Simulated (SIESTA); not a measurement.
SnTe:

```
Te Sn
1.0
     0.00000    3.15085    3.15085
     3.15085    0.00000    3.15085
     3.15085    3.15085    0.00000
Te Sn
1 1
Direct
  0.50000 0.50000 0.50000
  0.00000 0.00000 0.00000
```

Base run:

```yaml
Program: SIESTA 5.4.2
Functional: vdW-DF-cx
Potentials_or_basis: PseudoDojo 0.4 standard (PBE files)
Basis: DZP (energy shift 0.003 Ry; two zetas on semicore shells)
Grid_cutoff: 500 Ry
Energy_shift: 0.003 Ry
k_mesh: 7 × 7 × 7
Occupations: fermi-dirac, width 0.05 eV
Spin: no spin polarisation
```

Its results: pressure 1.2 GPa.

Q: The run is repeated on the same cell with these changes: functional from vdW-DF-cx to PBE. What comes out?

A: Pressure 2.9 GPa.

Caveats: the basis of atomic orbitals isn't converged, which shifts pressures, moduli and gaps; the potentials were made for another functional, which shifts forces and pressure (some runs); the basis holds too few empty states to meet the f-sum rule, so the spectrum is short of weight at high energy (some runs).

Not every run made on this cell is shown here.
